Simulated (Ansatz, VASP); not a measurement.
**CdTe: VASP and Ansatz over several settings**

```
Te Cd
1.0
     0.00000    3.22623    3.22623
     3.22623    0.00000    3.22623
     3.22623    3.22623    0.00000
Te Cd
1 1
Direct
  0.75000 0.75000 0.75000
  0.00000 0.00000 0.00000
```

Change from the starting cell: volume scaled by 1.02.

Single points on this cell with VASP 6.6.1 and Ansatz 0.2.0. Each row is one pair of runs. Alike in all rows: spin: off; k mesh: 7 × 7 × 7; smearing: fermi-dirac, width 0.05 eV; VASP's potentials, cutoff: VASP PAW PBE potentials, release 64 (Te, Cd), 520 eV.

```csv
level,"Ansatz's potentials, cutoff","gap on the k mesh at the Fermi level (eV), VASP","gap on the k mesh at the Fermi level (eV), Ansatz","least direct gap on the mesh (eV), VASP","least direct gap on the mesh (eV), Ansatz","pressure (GPa), VASP","pressure (GPa), Ansatz"
PBE,"PseudoDojo stringent (PBE files), 1633 eV",0.81,0.81,0.81,0.81,3.4,3.2
PBE,"Ansatz PAW earlier set, 640 eV",0.81,0.81,0.81,0.81,3.4,3.2
PBE,"Ansatz PAW, 420 eV",0.81,0.81,0.81,0.81,3.4,3.2
PBE,"Ansatz PAW polarizable, 420 eV",0.81,0.81,0.81,0.81,3.4,3.2
r2SCAN,"Ansatz PAW, 500 eV",1.32,?,1.32,?,2.3,?
```

Task: Fill in what Ansatz gave in row 5.

Result: gap on the k mesh at the Fermi level (eV): 1.32; least direct gap on the mesh (eV): 1.32; pressure (GPa): 2.2.

Caveats: spin-orbit coupling is left out, which moves the levels of the heavy elements (some rows); the PAW data sets were made with another functional, which shifts forces and pressure a little (VASP); odd divisions of the mesh miss points on the zone boundary, where band edges often lie, so the gap on the mesh can be too wide (Ansatz); the PAW data sets come from PBE, with cores solved anew for the run's functional, which leaves a small shift of forces and pressure (Ansatz).
